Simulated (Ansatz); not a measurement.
# Σ5 (310) boundary in bcc Ta with Ni (substitutional): structure and resistance, part 2 of 2

How much does the Σ5 (310) boundary in bcc Ta with Ni (substitutional) reflect electrons?

Ansatz 0.2.0; Ansatz plane-wave DFT, PBE, PAW files, collinear spin; relaxation of a bicrystal slab with its lowest layers held; PAW set soft_1 (the session's first sound run).

So far. Step 2 (Relaxing the bicrystal): The largest force component on a free atom ends at 0.029 eV/Å, under the tolerance of 0.03, after 16 steps.

### Step 3. Transmission across the boundary

Bulk layers of each grain are laid under and over the relaxed boundary, and a lead is named in the middle of each, away from the free faces. The mesh across the current, 20×20, is finer than the density's, because channels open and close sharply across the zone. Energies from -0.1 to 0.1 eV in steps of 0.05 eV are too few for the program's thermal sum, so it prints no conductance; for a metal the transmission near the Fermi level serves, at a fraction of the cost.

This step: Ansatz plane-wave DFT, PBE, PAW files, collinear spin; ballistic transport by layer matching (Landauer), zero bias; boundary relaxed in a short slab, bulk layers laid on; PAW set soft_1 (Ansatz 0.2.0).

System of this step: Σ5 (310) boundary in bcc Ta with Ni (substitutional). The cell holds 42 atoms: 41 Ta and 1 Ni. Cell: a = 5.477 Å, b = 3.303 Å, c = 50.697 Å, α = 90.0°, β = 90.0°, γ = 72.5°. It derives from Ta. Regions: lower grain, 17 atoms (17 Ta); boundary, 12 atoms (11 Ta and 1 Ni); upper grain, 13 atoms (13 Ta). Vacuum lies along c.

input.yaml reads:

```yaml
crystal:
  lattice:
    - [5.4766761838, 0.0, 0.0]
    - [0.9957593061, 3.1488674087, 0.0]
    - [0.0, 0.0, 50.6972938348]
  atoms:
    - { symbol: Ta, position: [-9.2000000003, -6.8999999999, 0.0788996749] }
    - { symbol: Ta, position: [-8.8000000003, -6.5999999999, 0.0994996141] }
    - { symbol: Ta, position: [-8.4000000002, -6.2999999999, 0.1200995533] }
    - { symbol: Ta, position: [-8.0000000002, -5.9999999999, 0.1406994925] }
    - { symbol: Ta, position: [-7.6000000002, -5.6999999999, 0.1612994317] }
    - { symbol: Ta, position: [-7.2000000002, -5.3999999999, 0.1818993709] }
    - { symbol: Ta, position: [-6.8000000002, -5.0999999999, 0.2024993101] }
    - { symbol: Ta, position: [-6.4000000002, -4.7999999999, 0.2230992493] }
    - { symbol: Ta, position: [-6.0000000002, -4.4999999999, 0.2436991885] }
    - { symbol: Ta, position: [-5.6000000002, -4.1999999999, 0.2642991277] }
    - { symbol: Ta, position: [-5.2000000002, -3.8999999999, 0.2848990669] }
    - { symbol: Ta, position: [-4.8000000002, -3.5999999999, 0.3054990061] }
    - { symbol: Ta, position: [-4.4000000001, -3.2999999999, 0.3260989453] }
    - { symbol: Ta, position: [-4.0000000001, -2.9999999999, 0.3466988845] }
    - { symbol: Ta, position: [-3.6000000001, -2.6999999999, 0.3672988237] }
    - { symbol: Ta, position: [-3.2000000001, -2.3999999999, 0.387898763] }
    - { symbol: Ta, position: [-2.8000000001, -2.0999999999, 0.4084987022] }
    - { symbol: Ta, position: [0.5999999999, 0.2, 0.4290986414] }
    - { symbol: Ta, position: [1.0032308618, 0.4983845691, 0.448630376] }
    - { symbol: Ta, position: [0.3963718901, 0.801814055, 0.47158704] }
    - { symbol: Ta, position: [0.8104599393, 0.0947700303, 0.4894738569] }
    - { symbol: Ta, position: [0.2022457102, 0.3988771449, 0.5167909428] }
    - { symbol: Ta, position: [0.6276557524, 0.6861721238, 0.5274437554] }
    - { symbol: Ni, position: [-0.0871336318, 0.0435668159, 0.5503751301], spin: 1.0 }
    - { symbol: Ta, position: [0.3704662178, 0.8147668911, 0.571876555] }
    - { symbol: Ta, position: [-0.0306330503, 0.5153165251, 0.5907526191] }
    - { symbol: Ta, position: [0.5728896438, 0.2135551781, 0.6126043384] }
    - { symbol: Ta, position: [0.1720133827, 0.9139933087, 0.6322073596] }
    - { symbol: Ta, position: [0.7704202017, 0.6147898992, 0.6533011155] }
    - { symbol: Ta, position: [-2.6295797983, -1.6852101008, 0.6739010547] }
    - { symbol: Ta, position: [-3.0295797983, -1.9852101008, 0.6945009939] }
    - { symbol: Ta, position: [-3.4295797983, -2.2852101008, 0.7151009331] }
    - { symbol: Ta, position: [-3.8295797983, -2.5852101008, 0.7357008723] }
    - { symbol: Ta, position: [-4.2295797984, -2.8852101008, 0.7563008115] }
    - { symbol: Ta, position: [-4.6295797984, -3.1852101008, 0.7769007507] }
    - { symbol: Ta, position: [-5.0295797984, -3.4852101008, 0.7975006899] }
    - { symbol: Ta, position: [-5.4295797984, -3.7852101008, 0.8181006291] }
    - { symbol: Ta, position: [-5.8295797984, -4.0852101008, 0.8387005683] }
    - { symbol: Ta, position: [-6.2295797984, -4.3852101008, 0.8593005075] }
    - { symbol: Ta, position: [-6.6295797984, -4.6852101008, 0.8799004467] }
    - { symbol: Ta, position: [-7.0295797984, -4.9852101008, 0.9005003859] }
    - { symbol: Ta, position: [-7.4295797984, -5.2852101008, 0.9211003251] }
magnetization:
  spin_polarized: true
kpoints:
  mp_grid: { grid: [8, 8, 1] }
hamiltonian:
  xc: pbe
  pseudopotentials: { kind: paw, azcp: { folder: soft_1 } }
scf:
  occupations: { method: fermi_dirac, width: 0.1 }
output:
  transmission:
    leads: [[9, 10], [34, 35]]
    kmesh: [20, 20]
    e_range: [-0.1, 0.1]
    de: 0.05
  write_potential: true
  write_density: true
  volumetric_format: npy
  elf: true
```

Launch:

```console
$ ansatz run input.yaml --threads 4 --pin off --max-ram 15360MiB --backend cpu --events-out ev --progress --plain --runs-dir out
```

Numbers of over 12 decimals in the logs are rounded to 6 here.

What it wrote:

```text
[...]
Crystal: 42 atoms, lattice volume = 874.291 Å³
Basis set: ecut = 420 eV, 17137 PW (Γ)
Bands: 332, of which v1, the nominal top of the filled ones, is band 276 counted from 1 (275 counted from 0)
Symmetry: 2 space group operations
[...]
k-points: 21 of 64 (time reversal used)
[...]
Starting moments: Σ|m| = 1 μB on 1 of 42 sites
[...]
SCF iter   1: F=—  HF=-413111.165307 eV  |F-HF|=—  |Δ(HF+E_count)|=         —  Δρ=3.04e-2 (↑3.04e-2 ↓2.71e-2)  dr2=1.00e3  dr2_m=1.18e0  M=0.215 μB ∫|m|=0.318 μB  β_m=0.30  ethr=3.10e-3  ⟨swp⟩=8.3  Hψ=55629  notcnv=0  defer=265
[...]
SCF iter  16: F=-413095.844523 eV  HF=-413095.844523 eV  |F-HF|=1.40e-9  |Δ(HF+E_count)|=  4.07e-10  Δρ=2.55e-7 (↑2.55e-7 ↓2.12e-7)  dr2=1.72e-9  dr2_m=1.08e-10  M=0.000 μB ∫|m|=0.000 μB  ethr=6.38e-12  ⟨swp⟩=1.0  Hψ=29655  notcnv=0
SCF 1 converged in 16 iterations: F = -413095.844523 eV  dr2 = 1.72e-9
[...]
transmission: 1334 of 13320 steps passed
transmission: 2666 of 13320 steps passed
[...]
transmission: 13320 of 13320 steps passed
WARN: The input density's exchange-correlation potential varies sharply where the density is thin. Do not read a vacuum level from v_tot or v_xc, or from such a field of the output density. On a cell that repeats whose density bears no net charge and no dipole along the vacuum's axis use v_es (v_loc + v_h of the components); under efield.dipole_correction with no amplitude use v_es + v_field, which holds any external [...]
SCF converged after 16 iterations
an eigenvalue changed by more than its tolerance at an iteration that met the thresholds in force, so the SCF went on 1 time: the last check found none over its tolerance
Magnetization: 0.0001 μB (275.5000 up, 275.5000 down)
Absolute magnetization: 0.0002 μB (∫|ρ↑−ρ↓|, with the PAW one-centre terms)
[...]
Per-site moments (μB) at R_I (Å): [(2.0032533116792876e-5, 1.179792), (-4.369190319025573e-6, 1.179792), (-4.352299718520327e-6, 1.179792), (-3.5519569158519287e-7, 1.179792), (1.166042423251962e-6, 1.179792), (-4.613753713904174e-9, 1.179792), (-8.354315430157021e-7, 1.179792), (-3.6279830633092836e-8, 1.179792), (2.4747909444957093e-7, 1.179792), (4.630027962784964e-8, 1.179792), (-3.1572427303442703e-7, 1.179792), [...]
Free energy (F): -413095.844523 eV
[...]
Internal energy: -413094.120031 eV  (E = F + TS)
E sigma→0 (E₀):  -413094.982277 eV
Entropy (-TS):   -1.724492 eV (-41.059 meV/atom)
Fermi energy:    15.453544 eV
[...]
--- Band table (eV; the first three rows and the last of 42) ---
  k-point 0 ↑: bands = [... 272 lower, 15.9710, 15.9801, 16.0340, 16.0455, 16.0868, 16.1068, 16.1269, 16.1403, ... 52 higher]
  k-point 1 ↑: bands = [... 272 lower, 15.6324, 15.6752, 15.7086, 15.7390, 15.7579, 15.7934, 15.8205, 15.8658, ... 52 higher]
  k-point 2 ↑: bands = [... 272 lower, 15.1316, 15.1451, 15.1581, 15.1824, 15.1866, 15.2423, 15.2736, 15.2860, ... 52 higher]
  k-point 20 ↓: bands = [... 272 lower, 15.7332, 15.7700, 15.8817, 15.9194, 15.9260, 15.9509, 15.9760, 16.0370, ... 52 higher]
--- Transmission ---
  basis      : 157 plane waves across, 60 finite elements along
  points     : 111, standing for a mesh of 20 x 20
  energies   : 5 from -0.100000 to 0.100000 eV about the Fermi level, 0.050000 eV apart; the leads are filled to 0.000000 eV, and channels, transmission and decay are at 0.000000 eV
  crystal 0  : Ta2, at the sites [9, 10], period 2.0887 Å, over 18.80 Å; its Hamiltonian steps by up to 11.2 meV
    offset         : up to 0.0000 Å between an atom of the period and one for which it stands
    channels       : 3.872500e0 up, 3.872500e0 down
    conductance    : none, the energies end too early or step too widely for 300 K: set another output.transmission.e_range or a lower de, or, where they end at an eighth of basis.ecutwfc, a higher one
[...]
channels       : 3.872500e0 up, 3.872500e0 down
[...]
junction   : crystal 0 to crystal 1, 12.88 to 37.82 Å
    transmission   : 1.498940e0 up, 1.498941e0 down
[...]
```

Run time: 45 min. Hardware: 4 threads of Arm Neoverse V1, shared host; peak memory 10 GiB; 2.9 h of CPU time.

This step gave:

- free energy: -413095.8445 eV
- energy at zero smearing: -413094.9823 eV
- Fermi energy: 15.45 eV
- cell area: 17.25 Å²
- transmission, spin up: 1.499
- transmission, spin down: 1.499
- open channels, spin up: 3.873
- open channels, upper lead, spin up: 3.873
- open channels, spin down: 3.873
- open channels, upper lead, spin down: 3.873
- step of the lead's potential: 11.2 meV
- step of the upper lead's potential: 12.6 meV

Per spin. Table of transmission, zone mean, T up = T down by energy, zero at the Fermi level:

```
energy (eV)  transmission, zone mean, T up = T down
    -0.1000                                    1.60
    -0.0500                                    1.56
     0.0000                                    1.50
     0.0500                                    1.45
     0.1000                                    1.41
```

Per spin. Open channels, zone mean against energy, zero at the Fermi level:

| energy (eV) | lead up | upper lead up | lead down | upper lead down |
| --- | --- | --- | --- | --- |
| -0.1000 | 4.29 | 4.29 | 4.29 | 4.29 |
| -0.0500 | 4.13 | 4.13 | 4.13 | 4.13 |
| 0.0000 | 3.87 | 3.87 | 3.87 | 3.87 |
| 0.0500 | 3.72 | 3.72 | 3.72 | 3.72 |
| 0.1000 | 3.63 | 3.63 | 3.63 | 3.63 |

Transmission over k1 and k2. At 0.0000 eV from the Fermi level, spin up.

Ten even steps from '_' (0.02) to '@' (2.88):
```
--==****####****==--====++********++====
====++******++============++**++========
----::::::::----------==--::::--==------
..__________..::::----====..====----::::
::........::::::----==**####**==----::::
----::--------::--####%%%%%%####--::----
==----==++**==++++**%%%%%%%%**++++==**++
######****++====++++**##**++++====++****
@@@@@@##**####****########****####**##@@
@@@@@@@@%%%%########--########%%%%@@@@@@
@@@@##**####****########****####**##@@@@
##****++====++++**##**++++====++****####
==++**==++++**%%%%%%%%**++++==**++==----
------::--####%%%%%%####--::--------::--
::::::----==**####**==----::::::........
..::::----====..====----::::..__________
--------==--::::--==----------::::::::--
==========++**++============++******++==
--====++********++====--==****####****==
----++**######**++------++**######**++--
```
Columns: k1 (b1) from -0.5 to 0.45; rows upwards: k2 (b2) from -0.5 to 0.45.

Open channels over k1 and k2. At 0.0000 eV from the Fermi level, spin up.

Ten even steps from '0' (1.00) to '9' (7.00):
```
35556655535555665555
33566653335556865553
33355333335653356533
10000011133331333311
11111101135666653110
11111331686666686133
31133566668668666653
88866665555955556666
88866665555555566668
88866655553555566688
88666655555555666688
86666555595555666688
33566668668666653311
13316866666861331111
10113566665311011111
11133331333311100000
33356533565333335533
33555686555333566653
35555665555355566555
55556665555555666555
```
Columns: k1 (b1) from -0.5 to 0.45; rows upwards: k2 (b2) from -0.5 to 0.45.

Transmission over k1 and k2. At 0.0000 eV from the Fermi level, spin down.

Ten even steps from '0' (0.02) to '9' (2.88):
```
34667766434456666544
44566654444445654444
33222233333432234333
10000012233441443322
21111222334677643322
33233332377888773233
43345645568888655465
77766544556765544566
99976776677776677679
99998877773777788999
99767766777766776799
76654455676554456677
45645568888655465433
33323778887732333323
22233467764332221111
12233441443322100000
33334322343333322223
44444565444444566654
34456666544346677664
33567776533356777653
```
Columns: k1 (b1) from -0.5 to 0.45; rows upwards: k2 (b2) from -0.5 to 0.45.

Open channels over k1 and k2. At 0.0000 eV from the Fermi level, spin down.

Values, 12 rows by 16 columns, each cell a mean:
```
3.12 3.76 4.24 4.88 4.80 3.84 3.60 3.12 4.00 4.00 4.24 5.20 4.80 4.00 4.00 3.68
2.76 2.68 3.28 3.60 3.00 2.92 2.80 2.96 3.92 4.16 3.44 3.52 4.08 4.16 3.32 2.84
1.92 1.60 1.60 1.60 1.56 1.64 2.00 2.80 3.72 4.20 3.96 4.12 3.48 2.76 2.16 1.52
2.32 2.00 2.24 2.40 3.48 3.56 4.28 5.48 5.32 5.00 5.24 5.08 5.48 4.28 3.32 3.08
5.36 5.20 4.84 4.60 4.84 4.68 4.20 4.20 4.72 5.28 4.32 4.24 4.52 5.00 4.88 4.80
6.00 6.00 5.40 5.00 4.88 4.24 4.00 4.00 3.52 4.00 4.00 4.00 5.00 5.00 5.36 5.92
5.92 5.36 5.00 5.00 4.48 4.00 4.00 4.96 4.00 4.00 4.00 4.80 5.00 5.00 5.60 6.00
3.40 3.64 4.24 4.88 4.96 5.04 5.04 5.28 5.32 4.92 4.44 4.52 3.84 3.20 2.96 2.80
1.96 2.04 2.16 3.44 4.84 5.00 5.00 5.00 4.36 3.80 2.48 1.84 2.32 2.00 2.00 2.00
2.40 2.40 3.00 3.72 3.32 2.76 3.00 3.72 3.32 2.76 2.40 2.40 1.88 2.20 1.96 1.80
3.04 3.44 3.92 4.16 4.88 4.88 4.16 4.16 3.80 3.08 3.20 3.68 4.64 4.72 4.12 3.32
3.68 4.00 4.00 4.48 5.00 4.60 4.00 4.00 3.92 3.76 4.00 4.48 5.00 4.60 4.00 4.00
```
Columns: k1 (b1) from -0.5 to 0.45; rows upwards: k2 (b2) from -0.5 to 0.45.

Electrostatic potential energy in the ca plane at fractional y = 0.044, with atoms of Ta and Ni within 0.2 Å of it. With pseudopotentials it is smooth inside the atoms' cores, unlike the true potential.

Ten even steps from '0' (-32 eV) to '9' (17 eV), each cell a mean:
```
99999999999997523589995896599999998889999720
99999999999985100279985896599999999999999841
99999988899984000169996555799999999999999975
99999754579986100279998778999997667999999998
99998510268998533689999999999985224799999999
99998400158999878898888999999973003799999999
89998621368999999998888999999974114799998789
79999866689877799999889998878887546899986568
78999888999754589998899997546898888999986457
88877789999643579988899986324799998889987668
98742479999754689988899987435799986457898889
98510158999877899988899998667899962014799999
98510048999999999999999999888999851002799987
99631368999999999999999878999999962004899863
99876789999999877899996555799999986457999730
```
Columns run along c (16.0 Å, from fractional 0.38 to 0.70 of the cell; values clipped at the 3rd and 97th percentile), rows up along a (5.5 Å). Atoms in or near the plane, at fractional coordinates: Ta at (0.49, 0.81), Ni at (0.55, 0.91), Ta at (0.69, 0.97).

Valence density in the ca plane at fractional y = 0.044, with atoms of Ta and Ni within 0.2 Å of it. It is the smooth field of the valence electrons, not physical close to the nuclei.

Values in e/Å³, 8 rows by 16 columns, each cell a mean:
```
 0  0  0  0  0  3  1  0 19  7  0  0  0  0  0  2
 0  0  1  0  0  4  2  0  3  1  0  0  0  0  0  1
 0  0  3  1  0  1  1  0  0  0  0  1  2  0  0  0
 0  0  2  1  0  0  0  0  0  0  0  2  2  0  0  0
 0  0  0  0  1  1  0  0  0  1  1  0  0  0  1  1
 0  1  1  0  1  1  0  0  0  1  1  0  1  1  0  0
 0  4  1  0  0  0  0  0  0  0  0  0  2  3  0  0
 0  1  0  0  0  0  0  0  2  1  0  0  1  1  0  2
```
Columns run along c (16.0 Å, from fractional 0.38 to 0.70 of the cell), rows up along a (5.5 Å). Atoms in or near the plane, at fractional coordinates: Ta at (0.49, 0.81), Ni at (0.55, 0.91), Ta at (0.69, 0.97).

ELF in the ca plane at fractional y = 0.044, with atoms of Ta and Ni within 0.2 Å of it. It is the smooth field of the valence electrons, not physical close to the nuclei.

Ten even steps from '0' (0.15) to '9' (0.90), each cell a mean:
```
44321134433431366201201795023235520012342166
44444323344413756601301795013234433334443147
32343100124413723721320231013332111343233212
32232134312312666612331000022211210132123420
32331377721321355212211111122103664122223443
23331477731342111122000122122115776223222223
12431267621322223431000121002215775124321101
11442123211111114532111320001112442134312321
11332111221134202432223410342121111234212431
11111113441145411221124412564123321112211211
21246511442134202210013301453124313442111012
31377741342111013210002210121134126775123222
30377741333322234310012221112343137676124311
31167621322344323332121001243334226774023126
43111003422342001123310121133234302441132057
```
Columns run along c (16.0 Å, from fractional 0.38 to 0.70 of the cell), rows up along a (5.5 Å). Atoms in or near the plane, at fractional coordinates: Ta at (0.49, 0.81), Ni at (0.55, 0.91), Ta at (0.69, 0.97).

Nearest the Fermi level spin up passes 1.50 of 3.87 channels of the lower lead and spin down 1.50 of 3.87.

### Step 4. Specific resistance

This step: Ansatz plane-wave DFT, PBE, PAW files, collinear spin; ballistic transport by layer matching (Landauer), zero bias; specific resistance of the boundary; PAW set soft_1 (Ansatz 0.2.0).

Numbers from this step:

* area resistance: 0.9146 fΩ m²
* T over the leads' mean channel count: 0.3825
* spin asymmetry γ: -2.15e-6 (R down - R up) / (R down + R up)

Averaged over the energies near the Fermi level, 38.2 % of the channels pass, which makes 0.915 fΩ m².

By hand, with means over the energies near the Fermi level: RA per spin = A (h/e²)(1/T − ½[1/N₁ + 1/N₂]); spin up: 17.25×10⁻²⁰ m² × 25 813 Ω × (1/1.503 − ½[1/3.929 + 1/3.929]) = 1.83 fΩ m²; spin down: 17.25×10⁻²⁰ m² × 25 813 Ω × (1/1.503 − ½[1/3.929 + 1/3.929]) = 1.83 fΩ m². The spins conduct in parallel, so 1/RA = 1/1.83 + 1/1.83 and RA = 0.915 fΩ m²; γ = (1.83 − 1.83)/(1.83 + 1.83) = 0.

### Step 5. Results

| Item | Value |
| --- | --- |
| specific resistance of the boundary | 0.915 fΩ m² |
| share of channels that pass | 0.382 |

What this shows: The boundary has a specific resistance of 0.91 fΩ m². The boundary reflects 62 % of the channels; 0.91 fΩ m² is 9.1×10⁻¹² Ω·cm². That equals the resistance of 6.8 nm of bulk Ta at 300 K (measured 13.5 µΩ cm, CRC Handbook of Chemistry and Physics, 84th ed., 2003, Electrical Resistivity of Pure Metals). One Ni in 17.2 Å² of boundary is a high coverage. In the relaxation the upper grain slid sideways by about 1.2 Å, so the result belongs to the position that it found, not to the starting one. Each plane of this narrow cell holds one atom, so the solute fills a whole plane. One starting structure was relaxed; another shift or atom count at the boundary may lie lower. Spin-orbit coupling is left out, which matters for Ta. One magnetic start was tried, and the two spins conduct in parallel without mixing.

[Logs are printed without paths, hosts, clocks, repeated set-up lines and the standing remarks that a program may print on its own settings, such as how far it seeks lower states.]

[Hosts, paths, dates, database ids (printed as entryN), source tags and the programs' standing remarks are cut or masked in the printed files.]
